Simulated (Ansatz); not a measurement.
**Ni: strain energy, fitted**

Ni, Fm-3m, a = 3.463 Å. Ansatz: PBEsol, PAW, 420 eV, Γ-centred 22×22×16 mesh on 2 atoms, Gaussian smearing 0.10 eV; collinear spin, largest moment 0.7 μB. Series: shear of c along a, cell held, atoms fixed by symmetry; x is the strain in per cent (engineering shear). The axes a, b, c are those of the computed cell (2.449, 2.449, 3.463 Å), along [1 1 0], [-1 1 0], [0 0 1] of the cell named above. y is the free energy over the unstrained cell, V0 = 10.384 Å³/atom. Symmetry makes y even in x.

```
x (%) y (meV/atom)
  0.0          0.00
  1.0          0.49
  2.0          1.95
  3.0          4.40
  4.0          7.81
  6.0             ?
```

Problem. Fit y = c2 x² + c4 x⁴ to the other rows, turn c2 into a modulus, and predict the missing energy.

Solution. Least squares on the rows shown. y = 0.48892 x² − 4.6555×10⁻⁵ x⁴. In eV per unit strain² c2 is 4.889; this is the shear stiffness (E = ½ C V0 γ²): 2 × 4.889 × 160.2 / (10.384) = 151 GPa. At x = 6.0 the fit asked for gives 17.54 meV/atom. The run gave 17.52 meV/atom, so the fit is 0.02 meV/atom too high, a small miss on the scale of the series. The form still works here, 50 % of the fitted range beyond its end.